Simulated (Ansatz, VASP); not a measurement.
# One calculation of Ti, two programs

```xyz
1
Lattice="-1.4538 1.4538 2.0563 1.4538 -1.4538 2.0563 1.4538 1.4538 -2.0563" Properties=species:S:1:pos:R:3 pbc="T T T"
Ti    0.0000    0.0000    2.0563
```

Alike in both runs: functional PBE; k mesh 26 × 26 × 26; occupations gaussian, width 0.1 eV; no spin polarisation.

Ansatz relaxed the structure, and its values are those at the end. VASP's run is a single point on that final structure, the one shown.

```csv
,VASP,Ansatz
version,VASP 6.6.1,Ansatz 0.2.0
potentials or method,"VASP PAW PBE potentials, release 64 (Ti_sv)","scalar-relativistic, plane waves, PAW"
plane-wave cutoff (eV),520,420
valence electrons in the cell,12,12
```

VASP gave:

| Quantity | Value |
| --- | --- |
| gap on the k mesh at the Fermi level (eV) | none |
| pressure (GPa) | -0.3 |

Question: What did Ansatz give for the same quantities?

Answer: gap on the k mesh at the Fermi level (eV): none; pressure (GPa): 0.0.

A gap of «none» marks a metal or a gap that the smearing closes.
